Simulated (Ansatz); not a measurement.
# TiO2 (P4_2/mnm) in Ansatz: notebook

One crystal, TiO2, is run at these levels: PBE+U, revPBE+D3(BJ); tasks: relaxation of cell and atoms.

Program: Ansatz 0.2.0. These are calculated values, not measurements. Logs are shortened: lines on timing, memory, paths and dates and some standing lists are left out, and cuts for length are marked.

## (1) The crystal as given

It takes space group P4_2/mnm (No. 136, tetragonal). The conventional cell has a = 4.600 Å, b = 4.600 Å, c = 2.959 Å, α = 90.00°, β = 90.00°, γ = 90.00°. Ti (site symmetry mmm) is surrounded by 6 O at 1.95 to 1.98 Å. Around O (site symmetry m2m) lie 3 Ti at 1.95 to 1.98 Å.

The cell is a database's computed one.

## (2) Relaxation of cell and atoms, PBE+U

input.yaml

```yaml
crystal:
  lattice:
    - [4.5998373239, 0.0, 0.0]
    - [0.0, 4.5998373239, 0.0]
    - [0.0, 0.0, 2.95921356]
  atoms:
    - { symbol: Ti, position: [0.0, 0.0, 0.5] }
    - { symbol: Ti, position: [0.5, 0.5, 0.0] }
    - { symbol: O, position: [0.30432132, 0.30432132, 0.5] }
    - { symbol: O, position: [0.19567868, 0.80432132, 0.0] }
    - { symbol: O, position: [0.80432132, 0.19567868, 0.0] }
    - { symbol: O, position: [0.69567868, 0.69567868, 0.5] }
hamiltonian:
  xc: pbe
  pseudopotentials: { kind: paw }
  hubbard: { sites: [{ species: Ti, l: d, u_eff: 3.0 }] }
kpoints:
  mp_grid: { grid: [6, 6, 9] }
scf:
  occupations: { method: fermi_dirac, width: 0.05 }
output:
  forces: true
  stress: true
  write_density: true
  write_potential: true
  elf: true
  volumetric_format: npy
relax:
  f_tol: 0.01
  max_steps: 40
  cell: { stress_tol: 0.05 }
```

Potentials or basis: Ansatz PAW.

Run with:

```console
> ansatz run input.yaml --threads 2 --pin off --max-ram 5120MiB --backend cpu --events-out ev --progress --plain --runs-dir out
```

The log of the run:

```text
Warning: RAYON_NUM_THREADS=2 ignored (pool sized by the plan → 2); use --threads N
Ti: projections on atomic orbitals take those of the free atom [Ne] 3s2 3p6 3d2 4s2, of charge +0.00 (hamiltonian.pseudopotentials.projection_atoms); the dataset's partial waves leave at most 4.1e-7 of an orbital's norm unspanned inside its sphere
O: projections on atomic orbitals take those of the free atom [He] 2s2 2p4, of charge +0.00 (hamiltonian.pseudopotentials.projection_atoms); the dataset's partial waves leave at most 1.9e-8 of an orbital's norm unspanned inside its sphere
Engine: ansatz 0.2.0, x86_64-unknown-linux-gnu
Pseudopotentials: kind: paw
Pseudopotential: Ti, paw, valence charge 12, recommended cutoff 420 eV (normal), Ti.paw.azcp
Pseudopotential: O, paw, valence charge 6, recommended cutoff 420 eV (normal), O.paw.azcp
Functional definition: PBE
  parameter kappa = 0.804
  parameter beta = 0.06672455060314922
  exchange = pbe_x(kappa = kappa, mu = beta*pi^2/3)
  correlation = pbe_c(beta = beta)
Crystal: 6 atoms, lattice volume = 62.613 Å³
Basis set: ecut = 420 eV, 1217 PW (Γ), exchange–correlation on 64×64×40 points (8 copies of the dense FFT grid, shifted against one another)
Bands: 30, of which v1, the nominal top of the filled ones, is band 24 counted from 1 (23 counted from 0)
Symmetry: 16 space group operations
Space group: P42/mnm (ITA 136), of the structure as read, at distance tolerance 4.0e-5 Å
k-points: 50 of 324
Non-local potential: Ti, projectors of the file, l = 0: 3, l = 1: 2, l = 2: 3, l = 3: 1
Non-local potential: O, projectors of the file, l = 0: 2, l = 1: 2, l = 2: 1
PAW form: soft (Blöchl's): semilocal exchange-correlation on the pseudo side does not see the compensation charge
PAW one-centre angular grid: Ti, 590 points (default); XC on 64 Gauss nodes
PAW one-centre angular grid: O, 110 points (default); XC on 64 Gauss nodes
Initial density: superposition of atomic densities (chi_scale 0.1, normalization cell, long waves of neutral atoms under a Hubbard term (reshape's long-wave potential 0.00 eV rms, cloud 2.26 Å wide))
Initial wavefunctions: pseudopotential atomic-orbital guess
Functional: x = pbe(κ = 0.804, μ = 0.2195149727645171), c = pbe(β = 0.06672455060314922)
SCF iter   1: F=—  HF=-7272.882073 eV  |F-HF|=—  |Δ(HF+E_count)|=         —  Δρ=8.95e-2  dr2=5.10e0  ethr=3.10e-3  ⟨swp⟩=5.0  Hψ=5948  notcnv=0
preconditioner: auto → Resta (q_TF=auto, 2.610 Å⁻¹)  ε∞=7.6  [insulator: Δε(μ)=2.938 eV  Ē_g=10.327 eV  σ=0.050 eV  W_gap=1.00  n_scr=18 (ndim 8)  ℏωp=26.5 eV  f_vac=0.000  D(μ)=0.00/eV (n_scr^D=0)  ε∞_Penn≈7.6]
SCF iter   2: F=—  HF=-7272.314103 eV  |F-HF|=—  |Δ(HF+E_count)|=   5.68e-1  Δρ=5.15e-2  dr2=1.07e0  ethr=3.10e-3  ⟨swp⟩=2.4  Hψ=2958  notcnv=0  defer=76
SCF iter   3: F=—  HF=-7272.253681 eV  |F-HF|=—  |Δ(HF+E_count)|=   6.04e-2  Δρ=2.46e-2  dr2=3.02e-1  ethr=2.23e-3  ⟨swp⟩=2.0  Hψ=2282  notcnv=0  defer=76
SCF iter   4: F=—  HF=-7272.295579 eV  |F-HF|=—  |Δ(HF+E_count)|=   4.19e-2  Δρ=7.75e-3  dr2=4.01e-2  ethr=6.29e-4  ⟨swp⟩=2.2  Hψ=2164  notcnv=0  defer=73
SCF iter   5: F=—  HF=-7272.301248 eV  |F-HF|=—  |Δ(HF+E_count)|=   5.67e-3  Δρ=1.77e-3  dr2=3.26e-3  ethr=8.36e-5  ⟨swp⟩=2.2  Hψ=2362  notcnv=0  defer=73
SCF iter   6: F=—  HF=-7272.302817 eV  |F-HF|=—  |Δ(HF+E_count)|=   1.57e-3  Δρ=4.22e-4  dr2=1.13e-4  ethr=6.80e-6  ⟨swp⟩=2.0  Hψ=2241  notcnv=0  defer=72
SCF iter   7: F=—  HF=-7272.302873 eV  |F-HF|=—  |Δ(HF+E_count)|=   5.57e-5  Δρ=9.82e-5  dr2=6.42e-6  ethr=2.36e-7  ⟨swp⟩=2.1  Hψ=2083  notcnv=0  defer=71
SCF iter   8: F=—  HF=-7272.302878 eV  |F-HF|=—  |Δ(HF+E_count)|=   5.20e-6  Δρ=4.17e-5  dr2=1.12e-6  ethr=1.34e-8  ⟨swp⟩=2.3  Hψ=2425  notcnv=0  defer=71
SCF iter   9: F=-7272.302878 eV  HF=-7272.302878 eV  |F-HF|=8.77e-9  |Δ(HF+E_count)|=   7.32e-8  Δρ=4.12e-6  dr2=1.07e-8  ethr=2.08e-10  ⟨swp⟩=6.4  Hψ=9295  notcnv=0
SCF 1 converged in 9 iterations: F = -7272.302878 eV  dr2 = 1.07e-8
relax step   1: F+E_penalty+E_count = -7272.30287793 eV  Δ(F+E_penalty+E_count) = +0.000e0 eV  max|allowed force component| = 8.461e-3 eV/Å  Δτ_max = 0.0000 Å  P = +6.862 GPa  Ω = 62.613 Å³  (9 SCF iters, dr2 threshold 1.00e-7 eV, accepted)
Crystal: 6 atoms, lattice volume = 63.903 Å³
Basis set: ecut = 420 eV, 1241 PW (Γ), exchange–correlation on 64×64×40 points (8 copies of the dense FFT grid, shifted against one another)
Initial density: handed on by an earlier stage of this run
[... 59 lines left out ...]
SCF iter   2: F=—  HF=-7272.343260 eV  |F-HF|=—  |Δ(HF+E_count)|=   5.82e-6  Δρ=1.19e-4  dr2=8.92e-6  ethr=7.28e-8  ⟨swp⟩=2.0  Hψ=2300  notcnv=0
SCF iter   3: F=—  HF=-7272.343259 eV  |F-HF|=—  |Δ(HF+E_count)|=   1.04e-6  Δρ=4.40e-5  dr2=1.43e-6  ethr=1.86e-8  ⟨swp⟩=2.0  Hψ=1850  notcnv=0
SCF iter   4: F=-7272.343259 eV  HF=-7272.343259 eV  |F-HF|=4.75e-8  |Δ(HF+E_count)|=   6.19e-8  Δρ=1.23e-5  dr2=1.26e-7  ethr=4.44e-10  ⟨swp⟩=6.0  Hψ=9811  notcnv=0
SCF 7 converged in 4 iterations: F = -7272.343259 eV  dr2 = 1.26e-7
relax step   7: F+E_penalty+E_count = -7272.34325943 eV  Δ(F+E_penalty+E_count) = +2.774e-4 eV  max|allowed force component| = 4.169e-5 eV/Å  Δτ_max = 0.0003 Å  P = +0.011 GPa  Ω = 64.502 Å³  energy of the carried Pulay correction = -3.429e-4 eV  (4 SCF iters, dr2 threshold 2.13e-7 eV, accepted)
iter 1 solved again at ethr=6.88e-9 eV; its pass at ethr=3.10e-3 eV (dr2=3.30e-6 eV) is discarded
SCF iter   1: F=—  HF=-7272.343531 eV  |F-HF|=—  |Δ(HF+E_count)|=         —  Δρ=5.16e-5  dr2=1.62e-7  ethr=6.88e-9  ⟨swp⟩=3.4  Hψ=10733  notcnv=0
preconditioner: auto → Resta (q_TF=auto, 2.597 Å⁻¹)  ε∞=8.6  [insulator: Δε(μ)=2.156 eV  Ē_g=9.495 eV  σ=0.050 eV  W_gap=1.00  n_scr=18 (ndim 8)  ℏωp=26.2 eV  f_vac=0.022  D(μ)=0.00/eV (n_scr^D=0)  ε∞_Penn≈8.6]
SCF iter   2: F=—  HF=-7272.343547 eV  |F-HF|=—  |Δ(HF+E_count)|=   1.53e-5  Δρ=2.69e-5  dr2=7.54e-8  ethr=3.36e-10  ⟨swp⟩=1.0  Hψ=1502  notcnv=0
SCF iter   3: F=—  HF=-7272.343552 eV  |F-HF|=—  |Δ(HF+E_count)|=   5.15e-6  Δρ=4.78e-6  dr2=4.97e-9  ethr=1.57e-10  ⟨swp⟩=2.0  Hψ=2056  notcnv=0
SCF iter   4: F=—  HF=-7272.343552 eV  |F-HF|=—  |Δ(HF+E_count)|=   1.28e-7  Δρ=3.23e-6  dr2=5.81e-9  ethr=1.04e-11  ⟨swp⟩=2.0  Hψ=2300  notcnv=0
SCF iter   5: F=—  HF=-7272.343552 eV  |F-HF|=—  |Δ(HF+E_count)|=   1.23e-8  Δρ=4.73e-7  dr2=1.13e-10  ethr=1.04e-11  ⟨swp⟩=2.0  Hψ=2022  notcnv=0
SCF iter   6: F=-7272.343552 eV  HF=-7272.343552 eV  |F-HF|=6.09e-11  |Δ(HF+E_count)|=  2.80e-10  Δρ=1.40e-7  dr2=8.77e-12  ethr=1.00e-12  ⟨swp⟩=6.0  Hψ=6440  notcnv=0
SCF 8 converged in 6 iterations: F = -7272.343552 eV  dr2 = 8.77e-12
relax step   8: F+E_penalty+E_count = -7272.34355187 eV  Δ(F+E_penalty+E_count) = -2.924e-4 eV  max|allowed force component| = 5.518e-6 eV/Å  Δτ_max = 0.0000 Å  P = +0.015 GPa  Ω = 64.502 Å³  stress off target by 1.62e-2 GPa  SCF on the basis re-selected at this cell (its energy is not comparable with the rows above)  (6 SCF iters)
basis re-selected at this cell: Δ(F+E_penalty+E_count) = -2.924e-4 eV, ΔP = +0.004 GPa vs the last step (what re-selecting the basis moved, of the pressure what is left beyond the Pulay correction that the steps carried, after the strain that the cell walked since its last selection, with what the two solves' SCF thresholds leave and, on support functions, any second-order correction that the steps lacked; it is no measure of the basis error at this ecutwfc). This SCF's stress stands 1.62e-2 GPa from its target on what of the cell is left free (relax.cell.stress_tol is 5.00e-2 GPa) and its largest allowed force component is 5.52e-6 eV/Å (relax.f_tol is 1.00e-2 eV/Å): within both
SCF converged after 6 iterations
Free energy (F): -7272.343552 eV
Harris-Foulkes:  -7272.343552 eV  (|F-HF|=6.09e-11)
Internal energy: -7272.343552 eV  (E = F + TS)
E sigma→0 (E₀):  -7272.343552 eV
Fermi energy:    9.970584 eV
--- Per-component energies (eV) ---
  E_band       = -413.575721
  E_kinetic    = 1242.949719
  E_local      = -3132.214604  (includes V_loc(G=0)·N_el)
  E_nonlocal   = 194.042798
  E_hartree    = 1187.351399
  E_xc         = -492.346299
  E_vxc        = -623.440256  (∫ρ·V_xc dr)
  E_hubbard    = 4.821346  (on-site DFT+U / exact-exchange correction)
  E_vhub       = 3.332171  (the Hubbard potential's part of the band-sum identity)
  E_paw        = -2720.205895  (= ΣΔE_a)
  E_vpaw       = -472.958580  (= ΣTr[D̂ρ^β])
  E_aug_tail   = 0.010263  (compensation charges beyond the density's cutoff)
  E_ewald      = -3556.752278
  E_smearing   = -0.000000  (= −TS)
  E_closure    = 0.000000  (closes the sum)
  Σ components = -7272.343552   (vs F -7272.343552, Δ=0.00e0)
--- Forces (eV/Å), atoms counted from 1 ---
  atom   1  Ti    -0.00000000     0.00000000     0.00000000
  atom   2  Ti     0.00000000     0.00000000     0.00000000
  atom   3  O      0.00000552     0.00000552     0.00000000
  atom   4  O     -0.00000552     0.00000552     0.00000000
  atom   5  O      0.00000552    -0.00000552     0.00000000
  atom   6  O     -0.00000552    -0.00000552     0.00000000
  max |Σ_I F_I| component: 8.67e-19 eV/Å
--- Stress (GPa, compression-positive) ---
        0.016215       0.000000       0.000000
        0.000000       0.016215       0.000000
        0.000000       0.000000       0.013781
  P = ⅓ Tr σ = 0.0154 GPa (0.154 kbar)
--- Band table (eV; the first three rows and the last of 50) ---
  k-point 0: bands = ["-48.8628", "-48.8475", "-25.1089", "-25.1089", "-24.9728", "-24.9728", "-24.9350", "-24.9065", "-9.2217", "-7.9936", "-7.4129", "-7.4129", "3.2962", "3.7750", "4.3933", "5.1620", "5.1620", "6.3446", "6.3446", "6.8658", "8.1454", "8.4526", "8.4526", "8.9320", "11.1043", "11.3332", "11.5668", "11.6096", "11.6096", "12.9477"]
  k-point 1: bands = ["-48.8588", "-48.8448", "-25.0974", "-25.0974", "-24.9784", "-24.9709", "-24.9709", "-24.9527", "-9.1028", "-7.9325", "-7.4574", "-7.4574", "3.4558", "3.8933", "4.5249", "5.0296", "5.0296", "6.5217", "6.5949", "6.5949", "7.6758", "8.2325", "8.2325", "8.8665", "11.3657", "11.4212", "11.4983", "11.7374", "11.7374", "13.1381"]
  k-point 2: bands = ["-48.8478", "-48.8373", "-25.0874", "-25.0686", "-25.0674", "-25.0674", "-24.9673", "-24.9673", "-8.7822", "-7.7922", "-7.5718", "-7.5718", "3.8839", "4.1901", "4.9121", "4.9142", "4.9142", "5.7818", "6.7293", "7.0160", "7.0160", "7.6687", "7.6687", "8.5946", "11.4070", "11.5901", "11.8442", "12.0502", "12.0502", "13.0096"]
  k-point 49: bands = ["-48.8226", "-48.8226", "-25.2852", "-25.2852", "-24.9993", "-24.9993", "-24.9750", "-24.9750", "-7.8738", "-7.8738", "-7.7309", "-7.7309", "4.3421", "4.3421", "4.4145", "4.4145", "5.4566", "5.4566", "6.2279", "6.2279", "7.7146", "7.7146", "8.1805", "8.1805", "11.7484", "11.7484", "12.1715", "12.1715", "12.2928", "12.2928"]
Occupation matrices written to <dir>
--- Relaxed structure (6 steps of the walk, 6 accepted, 2 SCFs on fresh bases) ---
  F+E_penalty+E_count = -7272.34355187 eV   max|allowed force component| = 5.518e-6 eV/Å   (the final SCF, on the basis selected at the relaxed cell)
  cell:  # Å, volume = 64.5023 Å³
    - [4.640911330809099, 2.5098536373357366e-34, 0.0]
    - [2.5098536373357366e-34, 4.640911330809099, 0.0]
    - [0.0, 0.0, 2.9948056073764597]
  atoms:
    - { symbol: Ti, position: [-3.240936324903775e-20, 3.6337770915587804e-20, 0.49999999999999994] }
    - { symbol: Ti, position: [0.49999999999999994, 0.49999999999999994, 0.0] }
    - { symbol: O, position: [0.3055063966141139, 0.3055063966141139, 0.49999999999999994] }
    - { symbol: O, position: [0.19449360338588614, 0.8055063966141138, 0.0] }
    - { symbol: O, position: [0.8055063966141138, 0.19449360338588614, 0.0] }
    - { symbol: O, position: [0.6944936033858862, 0.6944936033858862, 0.49999999999999994] }
```

Run time: 64 s. Hardware: 2 threads of Intel Xeon at 2.50GHz (Skylake/Cascade Lake), shared host; peak memory 0.5 GiB.

What came out:

* Free energy: -7272.3436 eV
* Relaxed volume: 10.75 Å³/atom
* Relaxed cell: a = 4.641 Å, b = 4.641 Å, c = 2.995 Å, α = 90.00°, β = 90.00°, γ = 90.00°
* Space group after relaxing (to 0.05 Å): P4_2/mnm (No. 136)
* Energy gained by relaxing: 6.8 meV/atom
* Ionic steps: 8
* Pressure after relaxing: 0.0 GPa
* Band gap on the k mesh: 2.16 eV, indirect (least direct gap 2.17 eV)

The path:
| step | energy change (eV) | largest force (eV/Å) | volume (Å³) |
| --- | --- | --- | --- |
| 1 | 0.0000 | 0.0120 | 62.61 |
| 2 | -0.0304 | 0.0134 | 63.90 |
| 3 | -0.0310 | 0.0337 | 64.41 |
| 4 | -0.0310 | 0.0126 | 64.42 |
| 5 | -0.0310 | 0.0004 | 64.43 |
| 6 | -0.0407 | 0.0006 | 64.43 |
| 7 | -0.0404 | 0.0001 | 64.50 |
| 8 | -0.0407 | 0.0000 | 64.50 |

Final structure:
```yaml
crystal:
  lattice:
    - [4.64091, 0.00000, 0.00000]
    - [0.00000, 4.64091, 0.00000]
    - [0.00000, 0.00000, 2.99481]
  atoms:
    - { symbol: Ti, position: [0.00000, 0.00000, 0.50000] }
    - { symbol: Ti, position: [0.50000, 0.50000, 0.00000] }
    - { symbol: O, position: [0.30551, 0.30551, 0.50000] }
    - { symbol: O, position: [0.19449, 0.80551, 0.00000] }
    - { symbol: O, position: [0.80551, 0.19449, 0.00000] }
    - { symbol: O, position: [0.69449, 0.69449, 0.50000] }
```

Levels at points of the mesh, in eV from the valence-band top:
```csv
k point,band 21,band 22,band 23,band 24,band 25,band 26,band 27,band 28
"(0.00, 0.00, 0.00)",-0.79,-0.48,-0.48,0.00,2.17,2.40,2.63,2.68
"(0.00, -0.50, 0.00)",-1.65,-1.65,-0.74,-0.74,2.74,2.74,3.14,3.14
"(-0.50, -0.50, 0.00)",-1.39,-1.39,-1.11,-1.11,2.16,2.16,2.70,2.70
```

Eigenvalues of the final occupation matrices:
```tsv
site	spin	trace	eigenvalues
site 1	1	1.05	0.13 0.16 0.16 0.29 0.31
site 2	1	1.05	0.13 0.16 0.16 0.29 0.31
```

Caveat: odd divisions of the mesh miss points on the zone boundary, where band edges often lie, so the gap on the mesh can be too wide; the plane-wave basis is chosen anew once the cell has moved, so the energies of steps on either side of that aren't comparable; the pressure holds a Pulay correction of +0.7 GPa for the finite cutoff. A k mesh can miss the band edges.

## (3) Relaxation of cell and atoms, revPBE+D3(BJ)

Edit input.yaml of step 2 so:

```diff
@@ -13,5 +13,5 @@
 hamiltonian:
-  xc: pbe
+  xc: revpbe
   pseudopotentials: { kind: paw }
-  hubbard: { sites: [{ species: Ti, l: d, u_eff: 3.0 }] }
+  dispersion: d3bj
 kpoints:
```

Potentials or basis: Ansatz PAW.

Run with:

```console
> ansatz run input.yaml --threads 2 --pin off --max-ram 5120MiB --backend cpu --events-out ev --progress --plain --runs-dir out
```

The log of the run:

```text
Warning: RAYON_NUM_THREADS=2 ignored (pool sized by the plan → 2); use --threads N
[... 4 set-up lines as earlier in the session ...]
Functional definition: revPBE
  parameter kappa = 1.245
[... 3 set-up lines as earlier in the session ...]
Crystal: 6 atoms, lattice volume = 62.613 Å³
Basis set: ecut = 420 eV, 1217 PW (Γ), exchange–correlation on 64×64×40 points (8 copies of the dense FFT grid, shifted against one another)
Bands: 30, of which v1, the nominal top of the filled ones, is band 24 counted from 1 (23 counted from 0)
[... 2 set-up lines as earlier in the session ...]
k-points: 50 of 324
[... 2 set-up lines as earlier in the session ...]
[... 81 lines left out ...]
  atom   5  O     -0.00151397     0.00151397    -0.00000000
  atom   6  O      0.00151397     0.00151397     0.00000000
  max |Σ_I F_I| component: 3.47e-18 eV/Å
--- Stress (GPa, compression-positive) ---
        0.018069       0.000000       0.000000
        0.000000       0.018069       0.000000
        0.000000       0.000000       0.016877
  P = ⅓ Tr σ = 0.0177 GPa (0.177 kbar)
--- Band table (eV; the first three rows and the last of 50) ---
  k-point 0: bands = ["-47.7920", "-47.7754", "-24.0566", "-24.0566", "-23.8938", "-23.8938", "-23.8490", "-23.8152", "-9.0546", "-7.9067", "-7.1862", "-7.1862", "3.4691", "3.8743", "4.3420", "5.4042", "5.4042", "6.6587", "6.6587", "7.2350", "8.4981", "8.7442", "8.7442", "9.1969", "11.0814", "11.3693", "11.6169", "11.7134", "11.7134", "13.5666"]
  k-point 1: bands = ["-47.7868", "-47.7712", "-24.0429", "-24.0429", "-23.9016", "-23.8914", "-23.8914", "-23.8707", "-8.9278", "-7.8349", "-7.2458", "-7.2458", "3.6474", "4.0081", "4.4830", "5.2614", "5.2614", "6.8684", "6.9133", "6.9133", "7.9963", "8.4994", "8.4994", "9.1371", "11.3802", "11.4848", "11.5393", "11.8686", "11.8686", "13.6669"]
  k-point 2: bands = ["-47.7735", "-47.7608", "-24.0326", "-24.0088", "-24.0071", "-24.0071", "-23.8863", "-23.8863", "-8.5893", "-7.6670", "-7.3961", "-7.3961", "4.1192", "4.3484", "4.8968", "5.1216", "5.1216", "6.0959", "7.0141", "7.3395", "7.3395", "7.8955", "7.8955", "8.8601", "11.4450", "11.6970", "11.9096", "12.2302", "12.2302", "13.3822"]
  k-point 49: bands = ["-47.7445", "-47.7445", "-24.2648", "-24.2648", "-23.9276", "-23.9276", "-23.8917", "-23.8917", "-7.7663", "-7.7663", "-7.5328", "-7.5328", "4.5205", "4.5205", "4.6742", "4.6742", "5.6871", "5.6871", "6.5126", "6.5126", "7.8813", "7.8813", "8.4937", "8.4937", "11.8643", "11.8643", "12.3924", "12.3924", "12.4079", "12.4079"]
--- Relaxed structure (3 steps of the walk, 3 accepted, 1 SCFs on fresh bases) ---
  F+E_penalty+E_count = -7291.29255859 eV   max|allowed force component| = 1.514e-3 eV/Å   (the final SCF, on the basis selected at the relaxed cell)
  cell:  # Å, volume = 62.6468 Å³
    - [4.603408568664119, -1.394363131853187e-35, 0.0]
    - [-4.183089395559561e-35, 4.603408568664119, 0.0]
    - [0.0, 0.0, 2.956242459166165]
  atoms:
    - { symbol: Ti, position: [1.473152874956262e-20, -1.571363066620013e-20, 0.5000000000000001] }
    - { symbol: Ti, position: [0.5, 0.5, 0.0] }
    - { symbol: O, position: [0.30410198764891966, 0.30410198764891966, 0.5000000000000001] }
    - { symbol: O, position: [0.1958980123510804, 0.8041019876489197, 0.0] }
    - { symbol: O, position: [0.8041019876489197, 0.1958980123510804, 0.0] }
    - { symbol: O, position: [0.6958980123510804, 0.6958980123510804, 0.5000000000000001] }
```

Run time: 21 s. Hardware: 2 threads of Intel Xeon at 2.50GHz (Skylake/Cascade Lake), shared host; peak memory 0.43 GiB.

What came out:

| Quantity | Value |
| --- | --- |
| Free energy | -7291.2926 eV |
| Relaxed volume | 10.44 Å³/atom |
| Relaxed cell | a = 4.603 Å, b = 4.603 Å, c = 2.956 Å, α = 90.00°, β = 90.00°, γ = 90.00° |
| Space group after relaxing (to 0.05 Å) | P4_2/mnm (No. 136) |
| Energy gained by relaxing | 0.0 meV/atom |
| Ionic steps | 4 |
| Pressure after relaxing | 0.0 GPa |
| Band gap on the k mesh | 1.88 eV, direct |

Forces on the atoms (eV/Å):
```
Ti   0.000  0.000  0.000
Ti   0.000  0.000  0.000
O   -0.002 -0.002  0.000
O    0.002 -0.002  0.000
O   -0.002  0.002  0.000
O    0.002  0.002  0.000
```

Step by step:
```tsv
step	energy change (eV)	largest force (eV/Å)	volume (Å³)
1	0.0000	0.0324	62.61
2	-0.0001	0.0035	62.64
3	-0.0001	0.0021	62.65
4	-0.0003	0.0021	62.65
```

Final structure:
```
Ti O
1.0
     4.60341    0.00000    0.00000
     0.00000    4.60341    0.00000
     0.00000    0.00000    2.95624
Ti O
2 4
Direct
  0.00000 0.00000 0.50000
  0.50000 0.50000 0.00000
  0.30410 0.30410 0.50000
  0.19590 0.80410 0.00000
  0.80410 0.19590 0.00000
  0.69590 0.69590 0.50000
```

Levels at points of the mesh, in eV from the valence-band top:
```csv
k point,band 20,band 21,band 22,band 23,band 24,band 25,band 26,band 27,band 28,band 29
"(0.00, 0.00, 0.00)",-1.96,-0.70,-0.45,-0.45,0.00,1.88,2.17,2.42,2.52,2.52
"(0.00, -0.50, 0.00)",-3.05,-1.63,-1.63,-0.74,-0.74,2.55,2.55,3.04,3.04,3.57
"(-0.50, -0.50, 0.00)",-2.17,-1.30,-1.30,-1.07,-1.07,1.92,1.92,2.54,2.54,3.83
```

Caveat: odd divisions of the mesh miss points on the zone boundary, where band edges often lie, so the gap on the mesh can be too wide; the plane-wave basis is chosen anew once the cell has moved, so the energies of steps on either side of that aren't comparable; the pressure holds a Pulay correction of +0.7 GPa for the finite cutoff; the PAW data sets come from PBE, with cores solved anew for the run's functional, which leaves a small shift of forces and pressure.
